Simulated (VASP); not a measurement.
# Sb2Pt (Pa-3) in VASP: settings compared

Sb2Pt is run at these levels: PBEsol, PBE, LDA, PBE0; tasks: single point.

Everything below comes from runs of VASP 6.6.1. Logs are shortened: lines on timing, memory, paths and dates and some standing lists are left out, and cuts for length are marked.

**Experimental background.**

From a printed reference work, data compilation, for a bulk crystal of Sb2Pt: band gap 0.11 eV.

The runs below are set against these values where they give the same quantity.

## 1. The cell of the first run

It takes space group Pa-3 (No. 205, cubic). The conventional cell has a = 6.466 Å, b = 6.466 Å, c = 6.466 Å, α = 90.00°, β = 90.00°, γ = 90.00°. Sb (site symmetry 3) has 3 Pt at 2.68 Å and 7 Sb at 2.81 to 3.61 Å within 3.7 Å. Within 3.5 Å of Pt (site symmetry -3) lie 6 Sb at 2.68 Å.

## 2. Single point, PBEsol

Contents of INCAR:

```
  PREC = Accurate
  ENCUT = 520
  EDIFF = 1E-7
  ISMEAR = -1
  SIGMA = 0.02
  LREAL = False
  LASPH = True
  NELM = 80
  ALGO = Normal
  ISIF = 2
  LWAVE = False
  LCHARG = False
  GGA = PS
  NBANDS = 52
```

Contents of KPOINTS:

```
Automatic mesh
0
Gamma
  4 4 4
```

Contents of POSCAR:

```
Sb2Pt
1.0
    6.4661941036      0.0000000000      0.0000000000
    0.0000000000      6.4661941036      0.0000000000
    0.0000000000      0.0000000000      6.4661941036
Sb Pt
8 4
Direct
    0.3745405827      0.3745405827      0.3745405827
    0.1254594173      0.6254594173      0.8745405827
    0.8745405827      0.1254594173      0.6254594173
    0.6254594173      0.8745405827      0.1254594173
    0.6254594173      0.6254594173      0.6254594173
    0.8745405827      0.3745405827      0.1254594173
    0.1254594173      0.8745405827      0.3745405827
    0.3745405827      0.1254594173      0.8745405827
    0.0000000000      0.0000000000      0.0000000000
    0.5000000000      0.0000000000      0.5000000000
    0.5000000000      0.5000000000      0.0000000000
    0.0000000000      0.5000000000      0.5000000000
```

Potentials or basis: VASP PAW PBE potentials, release 64 (Sb, Pt).

Started as:

```bash
$ cat potpaw_PBE.64/Sb/POTCAR potpaw_PBE.64/Pt/POTCAR > POTCAR
$ mpirun -np 1 vasp_std > vasp.out
```

OUTCAR:

```text
PREC = Accurate
   ENCUT = 520
   EDIFF = 1E-7
   ISMEAR = -1
   LREAL = False
   LASPH = True
   NELM = 80
   ISIF = 2
   GGA = PS

 ion  position               nearest neighbor table
   1  0.375  0.375  0.375-  10 2.68  11 2.68  12 2.68   5 2.81   6 3.61   7 3.61   8 3.61   8 3.61
                             7 3.61   6 3.61
   2  0.125  0.625  0.875-   9 2.68  11 2.68  12 2.68   6 2.81   5 3.61   7 3.61   8 3.61   7 3.61
                             8 3.61   5 3.61
   3  0.875  0.125  0.625-   9 2.68  10 2.68  12 2.68   7 2.81   6 3.61   5 3.61   8 3.61   6 3.61
                             5 3.61   8 3.61
   4  0.625  0.875  0.125-   9 2.68  10 2.68  11 2.68   8 2.81   6 3.61   7 3.61   5 3.61   5 3.61
                             6 3.61   7 3.61
   5  0.625  0.625  0.625-  10 2.68  11 2.68  12 2.68   1 2.81   2 3.61   3 3.61   4 3.61   4 3.61
                             3 3.61   2 3.61
   6  0.875  0.375  0.125-   9 2.68  11 2.68  12 2.68   2 2.81   1 3.61   3 3.61   4 3.61   3 3.61
                             4 3.61   1 3.61
   7  0.125  0.875  0.375-   9 2.68  10 2.68  12 2.68   3 2.81   2 3.61   1 3.61   4 3.61   2 3.61
                             1 3.61   4 3.61
   8  0.375  0.125  0.875-   9 2.68  10 2.68  11 2.68   4 2.81   2 3.61   3 3.61   1 3.61   1 3.61
                             2 3.61   3 3.61
   9  0.000  0.000  0.000-   2 2.68   3 2.68   4 2.68   6 2.68   7 2.68   8 2.68
  10  0.500  0.000  0.500-   1 2.68   3 2.68   4 2.68   5 2.68   7 2.68   8 2.68
  11  0.500  0.500  0.000-   1 2.68   2 2.68   4 2.68   5 2.68   6 2.68   8 2.68
  12  0.000  0.500  0.500-   1 2.68   2 2.68   3 2.68   5 2.68   6 2.68   7 2.68

  LATTYP: Found a simple cubic cell.
 ALAT       =     6.4661941036

  Lattice vectors:

 A1 = (   6.4661941036,   0.0000000000,   0.0000000000)
 A2 = (   0.0000000000,   6.4661941036,   0.0000000000)
 A3 = (   0.0000000000,   0.0000000000,   6.4661941036)

Analysis of symmetry for initial positions (statically):
=====================================================================
 Subroutine PRICEL returns:
 Original cell was already a primitive cell.

 Routine SETGRP: Setting up the symmetry group for a
 simple cubic supercell.

 Subroutine GETGRP returns: Found 24 space group operations
 (whereof  6 operations were pure point group operations)
 out of a pool of 48 trial point group operations.

The static configuration has the point symmetry S_6 .
 The point group associated with its full space group is T_h .

Analysis of symmetry for dynamics (positions and initial velocities):
=====================================================================
 Subroutine PRICEL returns:
 Original cell was already a primitive cell.

 Routine SETGRP: Setting up the symmetry group for a
 simple cubic supercell.

 Subroutine GETGRP returns: Found 24 space group operations
 (whereof  6 operations were pure point group operations)
 out of a pool of 48 trial point group operations.

The dynamic configuration has the point symmetry S_6 .
 The point group associated with its full space group is T_h .

 Subroutine INISYM returns: Found 24 space group operations
 (whereof  6 operations are pure point group operations),
 and found     1 'primitive' translations

----------------------------------------------------------------------------------------

                                     Primitive cell

  volume of cell :     270.3623

  direct lattice vectors                    reciprocal lattice vectors
     6.466194104  0.000000000  0.000000000     0.154650477  0.000000000  0.000000000
     0.000000000  6.466194104  0.000000000     0.000000000  0.154650477  0.000000000
     0.000000000  0.000000000  6.466194104     0.000000000  0.000000000  0.154650477

  length of vectors
     6.466194104  6.466194104  6.466194104     0.154650477  0.154650477  0.154650477

  position of ions in fractional coordinates (direct lattice)
     0.374540583  0.374540583  0.374540583
     0.125459417  0.625459417  0.874540583
     0.874540583  0.125459417  0.625459417
     0.625459417  0.874540583  0.125459417
     0.625459417  0.625459417  0.625459417
     0.874540583  0.374540583  0.125459417
     0.125459417  0.874540583  0.374540583
     0.374540583  0.125459417  0.874540583
     0.000000000  0.000000000  0.000000000
     0.500000000  0.000000000  0.500000000
     0.500000000  0.500000000  0.000000000
     0.000000000  0.500000000  0.500000000

  ion indices of the primitive-cell ions
   primitive index   ion index
[... 26 lines left out ...]
     0.000000000  0.000000000  0.038662619     0.000000000  0.000000000  0.250000000

  Length of vectors
     0.038662619  0.038662619  0.038662619

  Shift w.r.t. Gamma in fractional coordinates (k-lattice)
     0.000000000  0.000000000  0.000000000

 Subroutine IBZKPT returns following result:
 ===========================================

 Found     11 irreducible k-points:

 Following reciprocal coordinates:
            Coordinates               Weight
  0.000000  0.000000  0.000000      1.000000
  0.250000  0.000000  0.000000      6.000000
  0.500000  0.000000  0.000000      3.000000
  0.250000  0.250000  0.000000     12.000000
  0.500000  0.250000  0.000000      6.000000
 -0.250000  0.500000  0.000000      6.000000
  0.500000  0.500000  0.000000      3.000000
  0.250000  0.250000  0.250000      8.000000
  0.500000  0.250000  0.250000     12.000000
  0.500000  0.500000  0.250000      6.000000
  0.500000  0.500000  0.500000      1.000000
   k-points           NKPTS =     11   k-points in BZ     NKDIM =     11   number of bands    NBANDS=     52
   number of dos      NEDOS =    301   number of ions     NIONS =     12
   total plane-waves  NPLWV = 110592
   dimension x,y,z NGX =    48 NGY =   48 NGZ =   48
   dimension x,y,z NGXF=    96 NGYF=   96 NGZF=   96
   ions per type =               8   4
   NGX,Y,Z   is equivalent  to a cutoff of  12.34, 12.34, 12.34 a.u.
   NGXF,Y,Z  is equivalent  to a cutoff of  24.68, 24.68, 24.68 a.u.
 SYSTEM =  unknown system
   PREC   = accura    normal or accurate (medium, high low for compatibility)
   ISTART =      0    job   : 0-new  1-cont  2-samecut
   ICHARG =      2    charge: 1-file 2-atom 10-const
   ISPIN  =      1    spin polarized calculation?
   LNONCOLLINEAR =      F non collinear calculations
   LSORBIT =      F    spin-orbit coupling
   LASPH  =      T    aspherical Exc in radial PAW
   ENCUT  =  520.0 eV  38.22 Ry    6.18 a.u.  12.02 12.02 12.02*2*pi/ulx,y,z
   NELM   =     80;   NELMIN=  2; NELMDL= -5     # of ELM steps
   EDIFF  = 0.1E-06   stopping-criterion for ELM
   LREAL  =      F    real-space projection
   EDIFFG = 0.1E-05   stopping-criterion for IOM
   NSW    =      0    number of steps for IOM
   IBRION =     -1    ionic relax: 0-MD 1-quasi-New 2-CG
   NFREE  =      0    steps in history (QN), initial steepest desc. (CG)
   ISIF   =      2    stress and relaxation
   ISYM   =      2    0-nonsym 1-usesym 2-fastsym
   POTIM  = 0.5000    time-step for ionic-motion
   TEBEG  =    0.0;   TEEND  =   0.0 temperature during run
   PSTRESS=    0.0 pullay stress
   NELECT =      80.0000    total number of electrons
   NUPDOWN=      -1.0000    fix difference up-down
   EMIN   =  10.00;   EMAX   =-10.00  energy-range for DOS
   EFERMI =   0.00;   METHOD = LEGACY
   ISMEAR =    -1;   SIGMA  =   0.02  broadening in eV -4-tet -1-fermi 0-gaus
   EFERMI_NEDOS =   21; number of points for ismear=-14 and -15
   IALGO  =     38    algorithm
   IMIX   =      4    mixing-type and parameters
     AMIX     =   0.40;   BMIX     =  1.00
     AMIX_MAG =   1.60;   BMIX_MAG =  1.00
  volume/ion in A,a.u.               =      22.53       152.04
  Fermi-wavevector in a.u.,A,eV,Ry     =   1.090911  2.061523 16.192122  1.190087
  Thomas-Fermi vector in A             =   2.227146
   LORBIT       =      0    0 simple, 1 ext, 2 COOP (PROOUT), +10 PAW based schemes
   GGA     = PS    functional components
   LHFCALC =     F    Hartree Fock is set to
   AEXX    =    0.0000 exact exchange contribution
   IVDW    =     0    specifies the selected vdW correction
   LEPSILON=     F    determine dielectric tensor
   LRPA    =     F    only Hartree local field effects (RPA)
 non-spin polarized calculation
  energy-cutoff  :      520.00
  volume of cell :      270.36
 maximum number of plane-waves:      7316
   NGX = 25   NGY = 25   NGZ = 25

 number of electron      79.9999992 magnetization

 Free energy of the ion-electron system (eV)
  ---------------------------------------------------
  ext. energy  EPLUGINS =         0.00000000
  ---------------------------------------------------
  free energy    TOTEN  =       -70.44582230 eV

  energy without entropy =      -70.44361825  energy(sigma->0) =      -70.44472028

 E-fermi :   9.0336     XC(G=0): -11.0468

 val. band max:        9.0157727347   @ k =   0.0000   0.0000   0.0000
 cond. band min:       9.1115834577   @ k =   0.2500   0.0000   0.0000
 fundamental gap:      0.0958107230
 Fermi energy:         9.0336008651

 k-point     1 :       0.0000    0.0000    0.0000
  band No.  band energies     occupation
      1      -3.6963      2.00000
      2      -1.4219      2.00000
      3      -1.4219      2.00000
      4      -1.4219      2.00000
      5       0.0316      2.00000
      6       0.0316      2.00000
[... 594 lines left out ...]
     51      11.7103      0.00000
     52      11.7103      0.00000

------------------------ aborting loop because EDIFF is reached ----------------------------------------

  FORCE on cell =-STRESS in cart. coord.  units (eV):
  Direction    XX          YY          ZZ          XY          YZ          ZX
  --------------------------------------------------------------------------------------
  -------------------------------------------------------------------------------------
  Total       -0.2594517     -0.2594517     -0.2594517      0.0000000      0.0000000     -0.0000000
  in kB       -1.5375204     -1.5375204     -1.5375204      0.0000000      0.0000000     -0.0000000
  external PRESSURE =      -1.5375204 kB  Pullay stress =       0.0000000 kB

 VOLUME and BASIS-vectors are now :
 -----------------------------------------------------------------------------
  energy-cutoff  :      520.00
  volume of cell :      270.36
      direct lattice vectors                 reciprocal lattice vectors
     6.466194104  0.000000000  0.000000000     0.154650477  0.000000000  0.000000000
     0.000000000  6.466194104  0.000000000     0.000000000  0.154650477  0.000000000
     0.000000000  0.000000000  6.466194104     0.000000000  0.000000000  0.154650477

 POSITION                                       TOTAL-FORCE (eV/Angst)
 -----------------------------------------------------------------------------------
      2.42185      2.42185      2.42185        -0.018182     -0.018182     -0.018182
      0.81124      4.04434      5.65495         0.018182      0.018182     -0.018182
      5.65495      0.81124      4.04434        -0.018182      0.018182      0.018182
      4.04434      5.65495      0.81124         0.018182     -0.018182      0.018182
      4.04434      4.04434      4.04434         0.018182      0.018182      0.018182
      5.65495      2.42185      0.81124        -0.018182     -0.018182      0.018182
      0.81124      5.65495      2.42185         0.018182     -0.018182     -0.018182
      2.42185      0.81124      5.65495        -0.018182      0.018182     -0.018182
      0.00000      0.00000      0.00000        -0.000000      0.000000     -0.000000
      3.23310      0.00000      3.23310        -0.000000      0.000000     -0.000000
      3.23310      3.23310      0.00000        -0.000000      0.000000     -0.000000
      0.00000      3.23310      3.23310        -0.000000      0.000000     -0.000000
 -----------------------------------------------------------------------------------
    total drift:                               -0.000000      0.000000     -0.000000

  FREE ENERGIE OF THE ION-ELECTRON SYSTEM (eV)
  ---------------------------------------------------
  free  energy   TOTEN  =       -70.4458223036 eV

  energy  without entropy=      -70.4436182480  energy(sigma->0) =      -70.44472028
```

It took 2.5 min on 1 thread of Intel Xeon 6975P-C (Granite Rapids), shared host; peak memory 0.4 GiB.

Results:

```
Free energy            : -70.4458 eV
Pressure               : -0.2 GPa
Largest force          : 0.031 eV/Å
Band gap on the k mesh : zero (bands 40 and 41 overlap by 0.14 eV)
```

Forces on the atoms (eV/Å):
```
Sb  -0.018 -0.018 -0.018
Sb   0.018  0.018 -0.018
Sb  -0.018  0.018  0.018
Sb   0.018 -0.018  0.018
Sb   0.018  0.018  0.018
Sb  -0.018 -0.018  0.018
Sb   0.018 -0.018 -0.018
Sb  -0.018  0.018 -0.018
Pt   0.000  0.000  0.000
Pt   0.000  0.000  0.000
Pt   0.000  0.000  0.000
Pt   0.000  0.000  0.000
```

Levels at points of the mesh, in eV from the Fermi level:
```
           k point  band 37  band 38  band 39  band 40  band 41  band 42  band 43  band 44
(0.00, 0.00, 0.00)    -1.74    -0.53    -0.53    -0.53    -0.02    -0.02    -0.02     0.85
(0.50, 0.00, 0.00)    -1.45    -1.45    -0.65    -0.65     0.76     0.76     1.50     1.50
(0.50, 0.50, 0.00)    -0.76    -0.76    -0.76    -0.76     1.71     1.71     1.71     1.71
(0.50, 0.50, 0.50)    -0.68    -0.68    -0.68    -0.68    -0.06    -0.06    -0.06    -0.06
```

Caveat: the PAW data sets were made with another functional, which shifts forces and pressure a little; spin-orbit coupling is left out, which moves the levels of the heavy elements.

## 3. Single point, PBE

This run uses another cell than the first one, of 22.95 Å³/atom.

Contents of INCAR:

```
SYSTEM = Sb2Pt
ALGO = Normal
EDIFF = 1E-6
ENCUT = 520
GGA = PE
ISIF = 2
ISMEAR = -1
LASPH = .True.
LCHARG = .False.
LREAL = .False.
LWAVE = .False.
NBANDS = 52
NELM = 100
PREC = Accurate
SIGMA = 0.02
```

Contents of KPOINTS:

```
k-points
0
Gamma
  4 4 4
  0 0 0
```

Contents of POSCAR:

```
Sb2Pt
1.0
    6.5065554916      0.0000000000      0.0000000000
    0.0000000000      6.5065554916      0.0000000000
    0.0000000000      0.0000000000      6.5065554916
Sb Pt
8 4
Direct
    0.3755526315      0.3755526315      0.3755526315
    0.1244473685      0.6244473685      0.8755526315
    0.8755526315      0.1244473685      0.6244473685
    0.6244473685      0.8755526315      0.1244473685
    0.6244473685      0.6244473685      0.6244473685
    0.8755526315      0.3755526315      0.1244473685
    0.1244473685      0.8755526315      0.3755526315
    0.3755526315      0.1244473685      0.8755526315
    0.0000000000      0.0000000000      0.0000000000
    0.5000000000      0.0000000000      0.5000000000
    0.5000000000      0.5000000000      0.0000000000
    0.0000000000      0.5000000000      0.5000000000
```

Potentials or basis: VASP PAW PBE potentials, release 64 (Sb, Pt).

Started as:

```bash
$ cat potpaw_PBE.64/Sb/POTCAR potpaw_PBE.64/Pt/POTCAR > POTCAR
$ mpirun -np 1 vasp_std > vasp.out
```

Wall time 2.4 min (1 thread of Intel Xeon 6975P-C (Granite Rapids), shared host); peak memory 0.4 GiB.

The run converged. Its results:

```
Free energy            : -63.2313 eV
Pressure               : 2.3 GPa
Largest force          : 0.163 eV/Å
Band gap on the k mesh : zero (bands 40 and 41 overlap by 0.18 eV)
```

Forces in eV/Å, atoms in the order of the input:
```
Sb  -0.094 -0.094 -0.094
Sb   0.094  0.094 -0.094
Sb  -0.094  0.094  0.094
Sb   0.094 -0.094  0.094
Sb   0.094  0.094  0.094
Sb  -0.094 -0.094  0.094
Sb   0.094 -0.094 -0.094
Sb  -0.094  0.094 -0.094
Pt   0.000  0.000  0.000
Pt   0.000  0.000  0.000
Pt   0.000  0.000  0.000
Pt   0.000  0.000  0.000
```

Levels at points of the mesh, in eV from the Fermi level:
```csv
k point,band 38,band 39,band 40,band 41,band 42,band 43
"(0.00, 0.00, 0.00)",-0.52,-0.52,-0.52,-0.01,-0.01,-0.01
"(0.50, 0.00, 0.00)",-1.41,-0.65,-0.65,0.79,0.79,1.48
"(0.50, 0.50, 0.00)",-0.71,-0.71,-0.71,1.68,1.68,1.68
"(0.50, 0.50, 0.50)",-0.63,-0.63,-0.63,-0.11,-0.11,-0.11
```

Caveat: spin-orbit coupling is left out, which moves the levels of the heavy elements.

## 4. Single point, LDA

This run uses another cell than the first one, of 22.95 Å³/atom.

Contents of INCAR:

```
SYSTEM = Sb2Pt
  PREC = Accurate
  ENCUT = 520
  EDIFF = 1E-6
  ISMEAR = -1
  SIGMA = 0.02
  LREAL = .False.
  LASPH = .True.
  NELM = 100
  ALGO = Normal
  ISIF = 2
  LWAVE = .False.
  LCHARG = .False.
  NBANDS = 52
```

Contents of KPOINTS:

```
regular mesh
0
Gamma
  4 4 4
  0 0 0
```

POSCAR is that of step 3.

Potentials or basis: VASP PAW LDA potentials, release 64 (Sb, Pt).

Started as:

```bash
$ cat potpaw_LDA.64/Sb/POTCAR potpaw_LDA.64/Pt/POTCAR > POTCAR
$ mpirun -np 1 vasp_std > vasp.out
```

It took 1.9 min on 1 thread of Intel Xeon 6975P-C (Granite Rapids), shared host; peak memory 0.31 GiB.

It converged, with:

| Quantity | Value |
| --- | --- |
| Free energy | -74.6029 eV |
| Pressure | -4.1 GPa |
| Largest force | 0.142 eV/Å |
| Band gap on the k mesh | zero (bands 40 and 41 overlap by 0.22 eV) |

Forces on the atoms (eV/Å):
```
Sb  -0.082 -0.082 -0.082
Sb   0.082  0.082 -0.082
Sb  -0.082  0.082  0.082
Sb   0.082 -0.082  0.082
Sb   0.082  0.082  0.082
Sb  -0.082 -0.082  0.082
Sb   0.082 -0.082 -0.082
Sb  -0.082  0.082 -0.082
Pt   0.000  0.000  0.000
Pt   0.000  0.000  0.000
Pt   0.000  0.000  0.000
Pt   0.000  0.000  0.000
```

Levels at points of the mesh, in eV from the Fermi level:
| k point | band 37 | band 38 | band 39 | band 40 | band 41 | band 42 | band 43 | band 44 |
| --- | --- | --- | --- | --- | --- | --- | --- | --- |
| (0.00, 0.00, 0.00) | -1.78 | -0.52 | -0.52 | -0.52 | -0.01 | -0.01 | -0.01 | 0.98 |
| (0.50, 0.00, 0.00) | -1.38 | -1.38 | -0.64 | -0.64 | 0.79 | 0.79 | 1.46 | 1.46 |
| (0.50, 0.50, 0.00) | -0.70 | -0.70 | -0.70 | -0.70 | 1.67 | 1.67 | 1.67 | 1.67 |
| (0.50, 0.50, 0.50) | -0.62 | -0.62 | -0.62 | -0.62 | -0.14 | -0.14 | -0.14 | -0.14 |

Caveat: the cell stands under tension; spin-orbit coupling is left out, which moves the levels of the heavy elements.

(Continued in part 2 of 2.)
